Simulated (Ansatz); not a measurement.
# Os: energy against volume and a worked fit

```cif
data_structure
_symmetry_space_group_name_H-M 'P 1'
_symmetry_Int_Tables_number 1
_cell_length_a 2.7506
_cell_length_b 2.7506
_cell_length_c 2.7506
_cell_angle_alpha 60.000
_cell_angle_beta 60.000
_cell_angle_gamma 60.000
_cell_volume 14.72
loop_
_atom_site_label
_atom_site_type_symbol
_atom_site_fract_x
_atom_site_fract_y
_atom_site_fract_z
_atom_site_occupancy
Os1 Os 0.00000 0.00000 0.00000 1
```

This isn't the form of Os at room conditions, which is hcp.

The cell was scaled at fixed shape and fractions and run with Ansatz, Ansatz PAW polarizable, cutoff 420 eV; wPBEh, k mesh 8 × 8 × 8 on the cell of 1 atom, fermi-dirac occupations of 0.05 eV, collinear spin, zero start, no spin-orbit coupling. The potentials were made for PBE. Energies are those that the program minimises, any entropy of the smearing included. For a metal such a mesh isn't converged to the digits shown. The magnetic state is the one that the start led to, which needn't be the lowest.

```tsv
V (Å³/atom)	energy over the lowest row (meV/atom)
13.8330	1.02
14.1273	0.00
14.4216	14.98
14.7160	?
15.0103	85.96
15.3046	138.78
15.5989	201.43
```

Fit the third-order Birch-Murnaghan form, give V0, B0 and B′, and predict the energy left open.

With y = (V0/V)^(2/3), E = E0 + (9 V0 B0/16) [(y - 1)³ B′ + (y - 1)² (6 - 4y)]. Least squares through the rows shown give V0 = 13.9966 Å³/atom, E0 = -1.65 meV, B0 = 438.1 GPa (1 eV/Å³ = 160.218 GPa) and B′ = 4.84, with a largest miss of 0.02 meV. At V = 14.7160 the form with these constants gives 44.20 meV; the run gave 44.20 meV an atom.
